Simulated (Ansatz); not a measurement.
**BN: one atom moved over a plane**

The calculation used DFT PBE, scalar-relativistic, plane waves, PAW (Ansatz). Settings: plane waves to 420 eV, k-mesh 12×12×6 (Γ-centred), Gaussian smearing 0.05 eV. No spin polarisation. Energies are free energies at this smearing, counted from the undisturbed cell; pressure is positive in compression.

The starting cell (as given, not relaxed at this level; it stands at 0.0 GPa; this wurtzite form isn't the usual structure):

```yaml
crystal:
  lattice:
    - [2.55394, 0.00000, 0.00000]
    - [-1.27697, 2.21178, 0.00000]
    - [0.00000, 0.00000, 4.22685]
  atoms:
    - { symbol: B, position: [0.66667, 0.33333, 0.99972] }
    - { symbol: B, position: [0.33333, 0.66667, 0.49972] }
    - { symbol: N, position: [0.66667, 0.33333, 0.62528] }
    - { symbol: N, position: [0.33333, 0.66667, 0.12528] }
```

Atom 1 (B) is moved by p along (0.000, 1.000, 0.000) and q along (0.000, 0.000, 1.000) (Å), all else fixed. Points are written (p, q).

Energy above the undisturbed cell in eV/cell (a dash: not computed):

| p \ q | -0.450 | -0.225 | 0.000 | 0.225 | 0.450 |
| --- | --- | --- | --- | --- | --- |
| -0.450 | 5.43 | 2.91 | 3.74 | 6.44 | 8.94 |
| -0.225 | 5.71 | 1.48 | 0.75 | 1.76 | 3.19 |
| 0.000 | 5.96 | 1.11 | 0.00 | 0.67 | 1.93 |
| 0.225 | 5.65 | 1.33 | 0.48 | 1.34 | 2.70 |
| 0.450 | 5.00 | 1.80 | 1.43 | 2.59 | 4.04 |

Pressure in GPa:

```csv
p \ q,-0.450,-0.225,0.000,0.225,0.450
-0.450,51.4,33.7,49.2,79.0,102.8
-0.225,54.3,14.2,9.7,20.8,33.9
0.000,57.5,9.8,0.0,6.9,17.7
0.225,52.9,11.8,5.7,15.3,27.3
0.450,40.8,14.1,16.2,30.9,45.2
```

Gap on the k-mesh in eV:

| p \ q | -0.450 | -0.225 | 0.000 | 0.225 | 0.450 |
| --- | --- | --- | --- | --- | --- |
| -0.450 | 0.00 | 1.80 | 3.04 | 2.96 | 2.81 |
| -0.225 | 0.00 | 1.95 | 4.23 | 4.21 | 2.27 |
| 0.000 | 0.12 | 2.78 | 5.21 | 4.61 | 2.94 |
| 0.225 | 0.00 | 1.83 | 4.01 | 4.05 | 2.45 |
| 0.450 | 0.00 | 1.38 | 2.95 | 3.03 | 2.08 |

Where the gap reads zero the k-mesh, chosen for the insulator, is on the coarse side.